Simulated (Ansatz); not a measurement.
Runs of Ansatz 0.2.0 on Sn. Symmetry: I4_1/amd, No. 141, tetragonal system. The conventional cell has a = 5.880 Å, b = 5.880 Å, c = 3.199 Å, α = 90.00°, β = 90.00°, γ = 90.00°. Sn (site symmetry -4m2) has 6 Sn at 3.05 to 3.20 Å as nearest neighbours. 

| task | level | spin | k mesh | cutoff (eV) | smearing | points for each segment of the path | atoms under strain | gap on the mesh (eV) | pressure (GPa) |
| --- | --- | --- | --- | --- | --- | --- | --- | --- | --- |
| single point | PBE | off | 9 × 9 × 9 | 420 | gaussian 0.022 eV | - | - | none | 1.4 |
| single point | PBE | off | 9 × 9 × 9 | 420 | gaussian 0.021 eV | - | - | none | 1.4 |
| single point | PBE | off | 9 × 9 × 9 | 420 | gaussian 0.02 eV | - | - | none | 1.4 |
| single point | PBE | off | 9 × 9 × 9 | 420 | gaussian 0.018 eV | - | - | none | 1.4 |
| single point | PBE | off | 9 × 9 × 9 | 420 | gaussian 0.016 eV | - | - | none | 1.4 |
| band structure | r2SCAN | SOC, no magnetisation | 7 × 7 × 7 | 500 | fermi-dirac 0.05 eV | 14 | - | none | (a) |
| elastic constants | LDA | off | 7 × 7 × 7 | 420 | fermi-dirac 0.05 eV | - | clamped | none | -3.0 |
| single point | PBE | off | 9 × 9 × 9 | 420 | gaussian 0.024 eV | - | - | none | 1.4 |
| single point | PBE | off | 9 × 9 × 9 | 420 | gaussian 0.013 eV | - | - | none | 1.4 |
| single point | PBE | off | 9 × 9 × 9 | 420 | gaussian 0.017 eV | - | - | none | 1.4 |
| single point | PBE | off | 9 × 9 × 9 | 420 | gaussian 0.023 eV | - | - | none | 1.4 |
| single point | PBE | off | 9 × 9 × 9 | 420 | gaussian 0.019 eV | - | - | none | 1.4 |

Alike in all rows: potentials or basis Ansatz PAW; cell as given.

Question: Estimate the missing entries.

Answer: (a) -0.4.

Caveats: the PAW data sets come from PBE, with cores solved anew for the run's functional, which leaves a small shift of forces and pressure (some runs); the cell is more than 3 GPa from zero pressure, which shifts response properties (some runs); elastic constants of metals need much finer meshes, so these are rough (some runs).

A k mesh can miss the band edges, and rows without SOC leave out spin-orbit coupling on Sn.

A gap of «none» marks a metal or a gap under the smearing width.
